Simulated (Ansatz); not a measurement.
Geometry optimisation, DFT PBE, scalar-relativistic, plane waves, PAW (Ansatz).

The input (input.yaml):

```yaml
crystal:
  lattice:
    - [7.300551, 0.0, 0.0]
    - [-3.650275, 6.322462, 0.0]
    - [0.0, 0.0, 7.005124]
  atoms:
    - { symbol: Si, position: [0.53385831, 0.76692921, 0.41666665] }
    - { symbol: Si, position: [0.4661416, 0.23307083, 0.91666663] }
    - { symbol: Si, position: [0.2330708, 0.46614166, 0.74999997] }
    - { symbol: Si, position: [0.76692913, 0.23307083, 0.58333331] }
    - { symbol: Si, position: [0.76692912, 0.53385838, 0.24999999] }
    - { symbol: Si, position: [0.23307079, 0.76692921, 0.08333333] }
    - { symbol: O, position: [0.61232599, 0.38767397, 0.08333333] }
    - { symbol: O, position: [-1.0e-08, 0.68289714, 0.16666666] }
    - { symbol: O, position: [0.77534786, 0.38767397, 0.41666665] }
    - { symbol: O, position: [0.68289706, 0.68289714, 0.33333332] }
    - { symbol: O, position: [0.31710285, 0.31710289, 0.8333333] }
    - { symbol: O, position: [0.612326, 0.22465209, 0.74999997] }
    - { symbol: O, position: [0.22465205, 0.61232606, 0.91666663] }
    - { symbol: O, position: [0.31710286, 0.0, 0.0] }
    - { symbol: O, position: [-1.0e-08, 0.31710289, 0.66666664] }
    - { symbol: O, position: [0.38767392, 0.77534795, 0.24999999] }
    - { symbol: O, position: [0.38767392, 0.61232606, 0.58333331] }
    - { symbol: O, position: [0.68289707, 0.0, 0.49999998] }
    - { symbol: H, position: [0.12824376, 0.9992911, 0.48801921] }
total_charge: 1
basis:
  ecutwfc: 420.0
kpoints:
  mp_grid: { grid: [2, 2, 2] }
hamiltonian:
  xc: pbe
  pseudopotentials: { kind: paw, azcp: { folder: soft_1 } }
scf:
  occupations: { method: gaussian, width: 0.02 }
  lower_state_search: "off"
relax:
  f_tol: 0.03
  max_steps: 60
  adjacent_minimum: "off"
```

Run as:

```bash
$ ansatz run input.yaml --threads 1 --pin off --max-ram 3072MiB --backend cpu --events-out ev --progress --plain --runs-dir out
```

Problem. Where does it end, and by what steps?

Solution. It converged. The force dipped under the threshold on the way, but the program's further checks kept it going. Limits of this set-up: coarse k mesh, charged cell in a uniform background, uncorrected. After 23 steps the energy has fallen by 5.328 eV; H19 moved furthest, 1.83 Å. Joined: O10–H19 (3.09 → 0.98 Å).

```json
{"step": "0", "energy less start (eV)": "0.0000", "largest force component (eV/Å)": "0.362", "accepted": "yes"}
{"step": "1", "energy less start (eV)": "-0.0311", "largest force component (eV/Å)": "0.377", "accepted": "yes"}
{"step": "2", "energy less start (eV)": "-0.0797", "largest force component (eV/Å)": "0.443", "accepted": "yes"}
{"step": "3", "energy less start (eV)": "-0.1747", "largest force component (eV/Å)": "0.563", "accepted": "yes"}
{"step": "4", "energy less start (eV)": "-0.3324", "largest force component (eV/Å)": "0.830", "accepted": "yes"}
{"step": "5", "energy less start (eV)": "-0.5873", "largest force component (eV/Å)": "1.260", "accepted": "yes"}
{"step": "6", "energy less start (eV)": "-0.9848", "largest force component (eV/Å)": "1.746", "accepted": "yes"}
{"step": "7", "energy less start (eV)": "-1.6202", "largest force component (eV/Å)": "2.479", "accepted": "yes"}
{"step": "8", "energy less start (eV)": "-2.6041", "largest force component (eV/Å)": "3.536", "accepted": "yes"}
{"step": "9", "energy less start (eV)": "-4.1919", "largest force component (eV/Å)": "3.584", "accepted": "yes"}
{"step": "10", "energy less start (eV)": "-4.8166", "largest force component (eV/Å)": "2.444", "accepted": "yes"}
{"step": "11", "energy less start (eV)": "-4.8093", "largest force component (eV/Å)": "4.430", "accepted": "no"}
{"step": "12", "energy less start (eV)": "-4.9431", "largest force component (eV/Å)": "1.621", "accepted": "yes"}
{"step": "13", "energy less start (eV)": "-5.0857", "largest force component (eV/Å)": "0.300", "accepted": "yes"}
{"step": "14", "energy less start (eV)": "-5.1710", "largest force component (eV/Å)": "0.200", "accepted": "yes"}
{"step": "15", "energy less start (eV)": "-5.3013", "largest force component (eV/Å)": "0.176", "accepted": "yes"}
{"step": "16", "energy less start (eV)": "-5.3226", "largest force component (eV/Å)": "0.055", "accepted": "yes"}
{"step": "17", "energy less start (eV)": "-5.3257", "largest force component (eV/Å)": "0.049", "accepted": "yes"}
{"step": "18", "energy less start (eV)": "-5.3240", "largest force component (eV/Å)": "0.171", "accepted": "no"}
{"step": "19", "energy less start (eV)": "-5.3271", "largest force component (eV/Å)": "0.017", "accepted": "yes"}
{"step": "20", "energy less start (eV)": "-5.3248", "largest force component (eV/Å)": "0.095", "accepted": "no"}
{"step": "21", "energy less start (eV)": "-5.3276", "largest force component (eV/Å)": "0.063", "accepted": "yes"}
{"step": "22", "energy less start (eV)": "-5.3273", "largest force component (eV/Å)": "0.136", "accepted": "no"}
{"step": "23", "energy less start (eV)": "-5.3281", "largest force component (eV/Å)": "0.015", "accepted": "yes"}
```

```xyz
19
Lattice="7.3006 0.0000 0.0000 -3.6503 6.3225 0.0000 0.0000 0.0000 7.0051" Properties=species:S:1:pos:R:3
Si 1.092 4.933 2.899
Si 2.577 1.522 6.617
Si 0.103 2.950 5.172
Si 4.752 1.528 4.282
Si 3.802 3.369 1.884
Si -0.977 4.838 0.502
O 2.916 2.523 0.867
O -2.245 4.137 1.261
O 4.094 2.617 3.262
O 2.779 4.726 2.393
O 1.254 2.089 5.896
O 3.864 1.458 5.628
O -0.597 4.035 6.159
O 2.247 0.043 0.193
O -1.013 1.923 4.593
O 0.296 4.812 1.520
O 0.799 3.742 3.915
O 4.781 0.079 3.524
H -4.032 5.575 2.397
```

The run took 2.5 min on 1 thread of Intel(R) Xeon(R) Platinum 8488C (Sapphire Rapids), on a shared host, peak memory 0.61 GiB.
